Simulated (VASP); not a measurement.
# Si (Fd-3m) in VASP: further runs

One crystal, Si, is run at these levels: PBE; tasks: single point, relaxation of cell and atoms.

Everything below comes from runs of VASP 6.6.1. Logs are shortened: lines on timing, memory, paths and dates and some standing lists are left out, and cuts for length are marked.

## 1. The structure

The structure is cubic, space group Fd-3m (No. 227). The conventional cell has a = 5.470 Å, b = 5.470 Å, c = 5.470 Å, α = 90.00°, β = 90.00°, γ = 90.00°. Si (site symmetry -43m) is surrounded by 4 Si at 2.37 Å.

## 2. Single point, PBE

INCAR

```
PREC = Accurate ; ENCUT = 520
EDIFF = 1E-6 ; ISMEAR = 0
SIGMA = 0.02 ; LREAL = False
LASPH = True ; NELM = 60
ALGO = Normal ; ISIF = 2
LWAVE = False ; LCHARG = False
GGA = PE ; NBANDS = 11
```

KPOINTS

```
Automatic mesh
0
Gamma
  10 10 10
```

POSCAR

```
Si
1.0
    0.0000000000     -2.7348816598     -2.7348816598
    2.7348816598      0.0000000000     -2.7348816598
    2.7348816598     -2.7348816598      0.0000000000
Si
2
Direct
    0.0000000000      0.0000000000      0.0000000000
    0.7500000000      0.7500000000      0.7500000000
```

Potentials or basis: VASP PAW PBE potentials, release 64 (Si).

Run with:

```console
> cat potpaw_PBE.64/Si/POTCAR > POTCAR
> mpirun -np 1 vasp_std > vasp.out
```

OUTCAR:

```text
PREC = Accurate
   ENCUT = 520
   EDIFF = 1E-6
   ISMEAR = 0
   LREAL = False
   LASPH = True
   NELM = 60
   ISIF = 2
   GGA = PE

 ion  position               nearest neighbor table
   1  0.000  0.000  0.000-   2 2.37   2 2.37   2 2.37   2 2.37
   2  0.750  0.750  0.750-   1 2.37   1 2.37   1 2.37   1 2.37

  LATTYP: Found a face centered cubic cell.
 ALAT       =     5.4697633196

  Lattice vectors:

 A1 = (   0.0000000000,  -2.7348816598,  -2.7348816598)
 A2 = (   2.7348816598,   0.0000000000,  -2.7348816598)
 A3 = (   2.7348816598,  -2.7348816598,   0.0000000000)

Analysis of symmetry for initial positions (statically):
=====================================================================
 Subroutine PRICEL returns:
 Original cell was already a primitive cell.

 Routine SETGRP: Setting up the symmetry group for a
 face centered cubic supercell.

 Subroutine GETGRP returns: Found 48 space group operations
 (whereof 24 operations were pure point group operations)
 out of a pool of 48 trial point group operations.

The static configuration has the point symmetry T_d .
 The point group associated with its full space group is O_h .

Analysis of symmetry for dynamics (positions and initial velocities):
=====================================================================
 Subroutine PRICEL returns:
 Original cell was already a primitive cell.

 Routine SETGRP: Setting up the symmetry group for a
 face centered cubic supercell.

 Subroutine GETGRP returns: Found 48 space group operations
 (whereof 24 operations were pure point group operations)
 out of a pool of 48 trial point group operations.

The dynamic configuration has the point symmetry T_d .
 The point group associated with its full space group is O_h .

 Subroutine INISYM returns: Found 48 space group operations
 (whereof 24 operations are pure point group operations),
 and found     1 'primitive' translations

----------------------------------------------------------------------------------------

                                     Primitive cell

  volume of cell :      40.9115

  direct lattice vectors                    reciprocal lattice vectors
     0.000000000 -2.734881660 -2.734881660    -0.182823267 -0.182823267 -0.182823267
     2.734881660  0.000000000 -2.734881660     0.182823267  0.182823267 -0.182823267
     2.734881660 -2.734881660  0.000000000     0.182823267 -0.182823267  0.182823267

  length of vectors
     3.867706735  3.867706735  3.867706735     0.316659187  0.316659187  0.316659187

  position of ions in fractional coordinates (direct lattice)
     0.000000000  0.000000000  0.000000000
     0.750000000  0.750000000  0.750000000

  ion indices of the primitive-cell ions
   primitive index   ion index
                 1           1
                 2           2

----------------------------------------------------------------------------------------

 KPOINTS: Automatic mesh

Automatic generation of k-mesh.
 Grid dimensions read from file:
 generate k-points for:   10   10   10

 Generating k-lattice:

  Cartesian coordinates                     Fractional coordinates (reciprocal lattice)
    -0.018282327 -0.018282327 -0.018282327     0.100000000  0.000000000  0.000000000
     0.018282327  0.018282327 -0.018282327     0.000000000  0.100000000  0.000000000
     0.018282327 -0.018282327  0.018282327     0.000000000  0.000000000  0.100000000

  Length of vectors
     0.031665919  0.031665919  0.031665919

  Shift w.r.t. Gamma in fractional coordinates (k-lattice)
     0.000000000  0.000000000  0.000000000

 Subroutine IBZKPT returns following result:
 ===========================================

 Found     47 irreducible k-points:

 Following reciprocal coordinates:
            Coordinates               Weight
  0.000000  0.000000  0.000000      1.000000
  0.100000  0.000000  0.000000      8.000000
  0.200000  0.000000  0.000000      8.000000
  0.300000  0.000000  0.000000      8.000000
  0.400000  0.000000  0.000000      8.000000
  0.500000  0.000000  0.000000      4.000000
[... 16 lines left out ...]
  0.300000  0.300000  0.000000      6.000000
  0.400000  0.300000  0.000000     24.000000
 [... further k-points ...]
   k-points           NKPTS =     47   k-points in BZ     NKDIM =     47   number of bands    NBANDS=     11
   number of dos      NEDOS =    301   number of ions     NIONS =      2
   total plane-waves  NPLWV =  27000
   dimension x,y,z NGX =    30 NGY =   30 NGZ =   30
   dimension x,y,z NGXF=    60 NGYF=   60 NGZF=   60
   ions per type =               2
   NGX,Y,Z   is equivalent  to a cutoff of  12.89, 12.89, 12.89 a.u.
   NGXF,Y,Z  is equivalent  to a cutoff of  25.79, 25.79, 25.79 a.u.
 SYSTEM =  unknown system
   PREC   = accura    normal or accurate (medium, high low for compatibility)
   ISTART =      0    job   : 0-new  1-cont  2-samecut
   ICHARG =      2    charge: 1-file 2-atom 10-const
   ISPIN  =      1    spin polarized calculation?
[... 66 lines left out ...]
      3       5.6103      2.00000
      4       5.6103      2.00000
      5       8.1671      0.00000
      6       8.1671      0.00000
      7       8.1671      0.00000
      8       8.7377      0.00000
      9      13.3193      0.00000
     10      13.3193      0.00000
     11      13.4853      0.00000

 k-point     2 :       0.1000    0.0000    0.0000
  band No.  band energies     occupation
      1      -6.0719      2.00000
      2       4.4684      2.00000
      3       5.4167      2.00000
      4       5.4167      2.00000
      5       8.1316      0.00000
      6       8.4527      0.00000
      7       8.4527      0.00000
      8       9.7093      0.00000
      9      12.9698      0.00000
     10      12.9698      0.00000
     11      14.0148      0.00000

 k-point     3 :       0.2000    0.0000    0.0000
  band No.  band energies     occupation
      1      -5.6927      2.00000
      2       2.6291      2.00000
      3       5.0431      2.00000
      4       5.0431      2.00000
      5       7.7610      0.00000
      6       8.9544      0.00000
      7       8.9544      0.00000
      8      11.4840      0.00000
      9      12.6591      0.00000
     10      12.6591      0.00000
     11      14.6841      0.00000

 k-point     4 :       0.3000    0.0000    0.0000
  band No.  band energies     occupation
      1      -5.0897      2.00000
      2       0.8719      2.00000
      3       4.7132      2.00000
      4       4.7132      2.00000
      5       7.3973      0.00000
      6       9.1352      0.00000
      7       9.1352      0.00000
      8      13.1069      0.00000
      9      13.1843      0.00000
     10      13.1843      0.00000
     11      14.4305      0.00000

 k-point     5 :       0.4000    0.0000    0.0000
  band No.  band energies     occupation
      1      -4.3604      2.00000
      2      -0.5756      2.00000
      3       4.5034      2.00000
      4       4.5034      2.00000
      5       7.1573      0.00000
      6       9.0312      0.00000
      7       9.0312      0.00000
      8      13.4143      0.00000
      9      14.5457      0.00000
     10      14.5457      0.00000
     11      15.5181      0.00000
[... 211 lines left out ...]
 k-point    21 :      -0.3000    0.2000    0.0000
  band No.  band energies     occupation
      1      -4.1753      2.00000
      2      -0.0481      2.00000
      3       2.2282      2.00000
      4       4.3199      2.00000
      5       8.0503      0.00000
      6      10.1142      0.00000
      7      10.1706      0.00000
      8      12.2251      0.00000
      9      12.4227      0.00000
     10      15.0598      0.00000
     11      17.4290      0.00000

 k-point    22 :      -0.2000    0.2000    0.0000
  band No.  band energies     occupation
      1      -4.8776      2.00000
      2       1.1645      2.00000
      3       2.6789      2.00000
      4       4.7797      2.00000
      5       8.4601      0.00000
      6       9.5752      0.00000
      7       9.8787      0.00000
      8      11.2648      0.00000
      9      11.7424      0.00000
     10      16.2095      0.00000
     11      16.2297      0.00000

 k-point    23 :       0.3000    0.3000    0.0000
  band No.  band energies     occupation
      1      -4.6798      2.00000
      2       1.2065      2.00000
      3       3.4294      2.00000
      4       3.4294      2.00000
      5       6.5005      0.00000
      6       8.0472      0.00000
      7      12.1794      0.00000
      8      12.1794      0.00000
      9      14.5120      0.00000
     10      15.0328      0.00000
     11      17.9241      0.00000

 k-point    24 :       0.4000    0.3000    0.0000
  band No.  band energies     occupation
      1      -4.0789      2.00000
      2       0.2184      2.00000
      3       2.8186      2.00000
      4       3.2279      2.00000
      5       6.6879      0.00000
      6       7.8766      0.00000
      7      12.4628      0.00000
      8      12.6041      0.00000
      9      16.0179      0.00000
     10      16.1454      0.00000
     11      17.6275      0.00000

 [... further k-points ...]

------------------------ aborting loop because EDIFF is reached ----------------------------------------

  FORCE on cell =-STRESS in cart. coord.  units (eV):
  Direction    XX          YY          ZZ          XY          YZ          ZX
  --------------------------------------------------------------------------------------
  -------------------------------------------------------------------------------------
  Total       -0.0135120     -0.0135120     -0.0135120      0.0000000      0.0000000     -0.0000000
  in kB       -0.5291575     -0.5291575     -0.5291575      0.0000000      0.0000000     -0.0000000
  external PRESSURE =      -0.5291575 kB  Pullay stress =       0.0000000 kB

 VOLUME and BASIS-vectors are now :
 -----------------------------------------------------------------------------
  energy-cutoff  :      520.00
  volume of cell :       40.91
      direct lattice vectors                 reciprocal lattice vectors
     0.000000000 -2.734881660 -2.734881660    -0.182823267 -0.182823267 -0.182823267
     2.734881660  0.000000000 -2.734881660     0.182823267  0.182823267 -0.182823267
     2.734881660 -2.734881660  0.000000000     0.182823267 -0.182823267  0.182823267

 POSITION                                       TOTAL-FORCE (eV/Angst)
 -----------------------------------------------------------------------------------
      0.00000      0.00000      0.00000         0.000000     -0.000000     -0.000000
      4.10232     -4.10232     -4.10232        -0.000000      0.000000      0.000000
 -----------------------------------------------------------------------------------
    total drift:                                0.000000     -0.000000      0.000000

  FREE ENERGIE OF THE ION-ELECTRON SYSTEM (eV)
  ---------------------------------------------------
  free  energy   TOTEN  =       -10.8492011330 eV

  energy  without entropy=      -10.8492011330  energy(sigma->0) =      -10.84920113
```

Wall time 12 s (1 thread of Intel Xeon Platinum 8559C (Emerald Rapids), shared host); peak memory 0.15 GiB.

What came out:

* Free energy: -10.8492 eV
* Pressure: -0.1 GPa
* Band gap on the k mesh: 0.62 eV, indirect (least direct gap 2.56 eV)

Levels at points of the mesh, in eV from the valence-band top:
```
           k point  band 1  band 2  band 3  band 4  band 5  band 6  band 7  band 8  band 9
(0.00, 0.00, 0.00)  -11.81    0.00    0.00    0.00    2.56    2.56    2.56    3.13    7.71
(0.50, 0.00, 0.00)   -9.53   -6.87   -1.18   -1.18    1.46    3.35    3.35    7.70   10.49
(0.50, 0.50, 0.00)   -7.74   -7.74   -2.79   -2.79    0.75    0.75    9.93    9.93   10.91
```

## 3. Relaxation of cell and atoms, PBE

This run uses another cell than the first one, of 20.02 Å³/atom, 0.979 times its volume.

INCAR

```
SYSTEM = Si
PREC     = Accurate       ! precision mode
ENCUT    = 600            ! plane-wave cutoff, eV
EDIFF    = 1E-6           ! SCF threshold, eV
ISMEAR   = 0              ! smearing method
SIGMA    = 0.02           ! smearing width, eV
LREAL    = .False.        ! projectors in reciprocal space
LASPH    = .True.         ! aspherical terms in the spheres
NELM     = 80             ! most SCF steps
ALGO     = Fast           ! electronic algorithm
ISIF     = 3              ! what is computed and relaxed
LWAVE    = .False.        ! write WAVECAR
LCHARG   = .False.        ! write CHGCAR
GGA      = PE             ! functional
IBRION   = 2              ! ionic algorithm
NSW      = 100            ! ionic steps
EDIFFG   = -0.005         ! ionic threshold
```

KPOINTS

```
Automatic mesh
0
Gamma
  10 10 10
  0 0 0
```

POSCAR

```
Si
1.0
    0.0000000000     -2.7154700000     -2.7154700000
    2.7154700000      0.0000000000     -2.7154700000
    2.7154700000     -2.7154700000      0.0000000000
Si
2
Direct
    0.0000000000      0.0000000000      0.0000000000
    0.7500000000      0.7500000000      0.7500000000
```

Potentials or basis: VASP PAW PBE potentials, release 64 (Si).

Run with:

```console
> cat potpaw_PBE.64/Si/POTCAR > POTCAR
> mpirun -np 1 vasp_std > vasp.out
```

It took 19 s on 1 thread of Intel Xeon Platinum 8559C (Emerald Rapids), shared host; peak memory 0.17 GiB.

Results (log left out):

- Free energy: -10.8493 eV
- Relaxed volume: 20.44 Å³/atom
- Relaxed cell: a = 3.867 Å, b = 3.867 Å, c = 3.867 Å, α = 60.00°, β = 60.00°, γ = 60.00°
- Space group after relaxing (to 0.05 Å): Fd-3m (No. 227)
- Energy gained by relaxing: 2.5 meV/atom
- Ionic steps: 3
- Pressure after relaxing: 0.0 GPa
- Band gap on the k mesh: 0.62 eV, indirect (least direct gap 2.56 eV)

The path:
```tsv
step	energy change (eV)	largest force (eV/Å)	pressure (GPa)	volume (Å³)
1	0.0000	0.0000	1.93	40.05
2	-0.0028	0.0000	-1.21	41.46
3	-0.0050	0.0000	0.01	40.89
```

Final structure:
```cif
data_structure
_symmetry_space_group_name_H-M 'P 1'
_symmetry_Int_Tables_number 1
_cell_length_a 3.8669
_cell_length_b 3.8669
_cell_length_c 3.8669
_cell_angle_alpha 60.000
_cell_angle_beta 60.000
_cell_angle_gamma 60.000
_cell_volume 40.89
loop_
_atom_site_label
_atom_site_type_symbol
_atom_site_fract_x
_atom_site_fract_y
_atom_site_fract_z
_atom_site_occupancy
Si1 Si 0.00000 0.00000 0.00000 1
Si2 Si 0.75000 0.75000 0.75000 1
```

Levels at points of the mesh, in eV from the valence-band top:
```
           k point  band 1  band 2  band 3  band 4  band 5  band 6  band 7  band 8
(0.00, 0.00, 0.00)  -11.82    0.00    0.00    0.00    2.56    2.56    2.56    3.13
(0.50, 0.00, 0.00)   -9.54   -6.87   -1.18   -1.18    1.47    3.35    3.35    7.70
(0.50, 0.50, 0.00)   -7.75   -7.75   -2.79   -2.79    0.75    0.75    9.94    9.94
```

## 4. Single point, PBE

This run uses another cell than the first one, of 20.02 Å³/atom, 0.979 times its volume.

INCAR

```
SYSTEM = Si
PREC = Accurate
ENCUT = 520
EDIFF = 1E-6
ISMEAR = 0
SIGMA = 0.1
LREAL = .False.
LASPH = .True.
NELM = 60
ALGO = Fast
ISIF = 2
LWAVE = .False.
LCHARG = .False.
GGA = PE
NBANDS = 11
```

KPOINTS

```
Automatic mesh
0
Gamma
  6 6 6
  0 0 0
```

POSCAR is that of step 3.

Run with:

```console
> cat potpaw_PBE.64/Si/POTCAR > POTCAR
> mpirun -np 1 vasp_std > vasp.out
```

It took 6.2 s on 1 thread of Intel Xeon Platinum 8559C (Emerald Rapids), shared host; peak memory 0.15 GiB.

It converged, with:

```
Free energy            : -10.8210 eV
Pressure               : 2.0 GPa
Band gap on the k mesh : 0.71 eV, indirect (least direct gap 2.56 eV)
```

Levels at points of the mesh, in eV from the valence-band top:
| k point | band 1 | band 2 | band 3 | band 4 | band 5 | band 6 | band 7 | band 8 |
| --- | --- | --- | --- | --- | --- | --- | --- | --- |
| (0.00, 0.00, 0.00) | -11.96 | 0.00 | 0.00 | 0.00 | 2.56 | 2.56 | 2.56 | 3.37 |
| (0.50, 0.00, 0.00) | -9.63 | -6.97 | -1.20 | -1.20 | 1.54 | 3.34 | 3.34 | 7.73 |
| (0.50, 0.50, 0.00) | -7.81 | -7.81 | -2.85 | -2.85 | 0.71 | 0.71 | 10.11 | 10.11 |

## 5. Single point, PBE (clean slab, lower planes held)

INCAR

```
SYSTEM = Si
PREC     = Accurate       ! precision mode
ENCUT    = 520            ! plane-wave cutoff, eV
EDIFF    = 1E-6           ! SCF threshold, eV
ISMEAR   = 0              ! smearing method
SIGMA    = 0.05           ! smearing width, eV
LREAL    = Auto         
LASPH    = .True.         ! aspherical terms in the spheres
NELM     = 100            ! most SCF steps
ALGO     = Fast           ! electronic algorithm
ISIF     = 2              ! what is computed and relaxed
LWAVE    = .False.        ! write WAVECAR
LCHARG   = .True.         ! write CHGCAR
LDIPOL   = .True.       
IDIPOL   = 3            
DIPOL    = 0.5 0.5 0.500
GGA      = PE             ! functional
LELF     = .True.         ! ELF
LVHAR    = .True.       
LVACPOTAV= .True.       
NBANDS   = 66             ! bands
```

KPOINTS

```
Automatic mesh
0
Gamma
  3 3 1
  0 0 0
```

POSCAR

```
Si
1.0
    7.7354121523      0.0000000000      0.0000000000
   -3.8677060762      6.6990634327      0.0000000000
    0.0000000000      0.0000000000     23.1054297712
Si
24
Direct
    0.6666666667      0.3333333333      0.3462389611
    0.6666666667      0.8333333333      0.3462389611
    0.1666666667      0.3333333333      0.3462389611
    0.1666666667      0.8333333333      0.3462389611
    0.5000000000      0.5000000000      0.3804080809
    0.5000000000      0.0000000000      0.3804080809
    0.0000000000      0.5000000000      0.3804080809
    0.0000000000      0.0000000000      0.3804080809
    0.0000000000      0.5000000000      0.4829154401
    0.0000000000      0.0000000000      0.4829154401
    0.5000000000      0.5000000000      0.4829154401
    0.5000000000      0.0000000000      0.4829154401
    0.8333333333      0.6666666667      0.5161053484
    0.8333333333      0.1666666667      0.5161053484
    0.3333333333      0.6666666667      0.5161053484
    0.3333333333      0.1666666667      0.5161053484
    0.3333333333      0.6666666667      0.6217373555
    0.3333333333      0.1666666667      0.6217373555
    0.8333333333      0.6666666667      0.6217373555
    0.8333333333      0.1666666667      0.6217373555
    0.1666666667      0.8333333333      0.6511311887
    0.1666666667      0.3333333333      0.6511311887
    0.6666666667      0.8333333333      0.6511311887
    0.6666666667      0.3333333333      0.6511311887
```

Run with:

```console
> cat potpaw_PBE.64/Si/POTCAR > POTCAR
> mpirun -np 1 vasp_std > vasp.out
```

Run time: 15 min. Hardware: 1 thread of Intel Xeon Platinum 8488C (Sapphire Rapids), shared host; peak memory 1.2 GiB.

It converged, with:

```
Free energy                            : -120.4544 eV
Largest force                          : 0.850 eV/Å
Band gap on the k mesh                 : 0.09 eV
Ionisation potential of the upper face : 4.79 eV
```

Forces on the atoms (eV/Å):
```
Si   0.000  0.000  0.487
Si   0.000  0.000  0.487
Si   0.000  0.000  0.487
Si   0.000  0.000  0.487
Si   0.000  0.000 -0.850
Si   0.000  0.000 -0.850
Si   0.000  0.000 -0.850
Si   0.000  0.000 -0.850
Si   0.000  0.000  0.404
Si   0.000  0.000  0.404
Si   0.000  0.000  0.404
Si   0.000  0.000  0.404
Si   0.000  0.000 -0.012
Si   0.000  0.000 -0.012
Si   0.000  0.000 -0.012
Si   0.000  0.000 -0.012
Si   0.000  0.000 -0.002
Si   0.000  0.000 -0.002
Si   0.000  0.000 -0.002
Si   0.000  0.000 -0.002
Si   0.000  0.000 -0.027
Si   0.000  0.000 -0.027
Si   0.000  0.000 -0.027
Si   0.000  0.000 -0.027
```

Levels at points of the mesh, in eV from the valence-band top:
| k point | band 46 | band 47 | band 48 | band 49 | band 50 | band 51 |
| --- | --- | --- | --- | --- | --- | --- |
| (0.00, 0.00, 0.00) | -0.48 | -0.15 | -0.15 | 0.09 | 0.09 | 0.09 |

## 6. The runs side by side

| task | cell | k mesh | cutoff (eV) | smearing | dipole correction | gap on the mesh (eV) | pressure (GPa) |
| --- | --- | --- | --- | --- | --- | --- | --- |
| single point | Fd-3m, 20.46 Å³/atom | 10 × 10 × 10 | 520 | gaussian 0.02 eV | no | 0.62 | -0.1 |
| relaxation of cell and atoms | relaxed | 10 × 10 × 10 | 600 | gaussian 0.02 eV | no | 0.62 | 0.0 |
| single point | Fd-3m, 20.02 Å³/atom | 6 × 6 × 6 | 520 | gaussian 0.1 eV | no | 0.71 | 2.0 |
| single point | clean slab, lower planes held | 3 × 3 × 1 | 520 | gaussian 0.05 eV | yes | 0.09 | - |

Alike in all rows: level PBE; potentials or basis VASP PAW PBE potentials, release 64 (Si); no spin polarisation.

Absolute energies hang on the potentials; compare differences alone.
